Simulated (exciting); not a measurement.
**TiCo: single point with PBE**

The system is TiCo.

```
Co Ti
1.0
     2.98611    0.00000    0.00000
     0.00000    2.98611    0.00000
     0.00000    0.00000    2.98611
Co Ti
1 1
Direct
  0.50000 0.50000 0.50000
  0.00000 0.00000 0.00000
```

The cell comes from a database or a generator and needn't be the stable form of this composition.

```yaml
Program: exciting (release sodium)
Task: single point
Functional: PBE
Potentials_or_basis: all-electron LAPW+lo, shipped species files, valence relativity iora*
rgkmax: 9
k_mesh: 9 × 9 × 9
Occupations: gaussian, width 0.011 eV
Spin: collinear spin, ferromagnetic start
```

The band gap on the k mesh is none (metal or under the smearing width). The net moment is 0.84 μB per cell. The site moments are Co +0.92; Ti -0.02 μB and the all electrons inside the program's atomic spheres are Co 25.27; Ti 19.51 (radii Co 2.0, Ti 2.0 bohr).

Levels at points of the mesh, in eV from the Fermi level:
Spin up:
```tsv
k point	band 11	band 12	band 13	band 14	band 15	band 16	band 17	band 18
(0.00, 0.00, 0.00)	-1.91	-1.91	-1.91	0.47	0.47	2.66	2.66	2.66
```
Spin down:
```csv
k point,band 11,band 12,band 13,band 14,band 15,band 16
"(0.00, 0.00, 0.00)",-1.37,-1.37,-1.37,1.00,1.00,2.76
```

Run time: 4.2 min on 1 thread of Arm Neoverse V1 (shared host), peak memory 0.15 GiB.
